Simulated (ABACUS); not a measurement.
BP in ABACUS: the effect of functional

BP:

```
CELL_PARAMETERS angstrom
0.00000 2.25377 2.25377
2.25377 0.00000 2.25377
2.25377 2.25377 0.00000
ATOMIC_POSITIONS crystal
P 0.75000 0.75000 0.75000
B 0.00000 0.00000 0.00000
```

The cell isn't the ideal one: volume scaled by 0.98.

Alike in all runs:

| Item | Value |
| --- | --- |
| Program | ABACUS 3.10.1 |
| Task | equation of state |
| Potentials or basis | SG15 ONCV 1.2 PBE |
| Cutoff | 1034 eV |
| Density cutoff | 4136 eV |
| Basis | plane waves |
| k mesh | 7 × 7 × 7 |
| Occupations | fermi-dirac, width 0.05 eV |
| Spin | no spin polarisation |

```tsv
functional	gap on the mesh (eV)	pressure (GPa)
LDA	1.08	2.5
PBE	1.25	3.8
PBEsol	1.10	2.4
PW91	1.28	3.8
WC	1.13	2.3
r2SCAN	1.39	3.0
TPSS	?	?
```

Task: What does the run with functional TPSS give?

Result: gap on the mesh 1.36 eV; pressure 4.4 GPa.

Caveats: an odd mesh through Γ misses points on the zone boundary, where band edges often lie; the potentials were made for another functional, which shifts forces and pressure (some runs).
